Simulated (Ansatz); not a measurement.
All-electron card of Cr

```
CELL_PARAMETERS angstrom
-1.44195 1.44195 1.44195
1.44195 -1.44195 1.44195
1.44195 1.44195 -1.44195
ATOMIC_POSITIONS crystal
Cr 0.00000 0.00000 0.00000
```

The cell comes from COD entry 5000220, which wasn't checked; take it as a given geometry.

All numbers below come from DFT, PBE, all-electron LAPW, scalar-relativistic (Ansatz 0.2.0).

Sampling and basis: a Γ-centred 16×16×16 k mesh, Fermi–Dirac smearing of 0.03 eV, basis error target 0.5 meV/atom, spin-polarised from start moments Cr 3 μB (the moments died away, and the run ended non-magnetic).

```yaml
Pressure_at_this_cell: -9.06 GPa
Band_gap: "none: bands cross the Fermi level, a metal"
Density_of_states_at_the_Fermi_level_0.2_eV_bin: 0.66 states/eV per cell
Volume_per_atom: 11.99 Å³
```
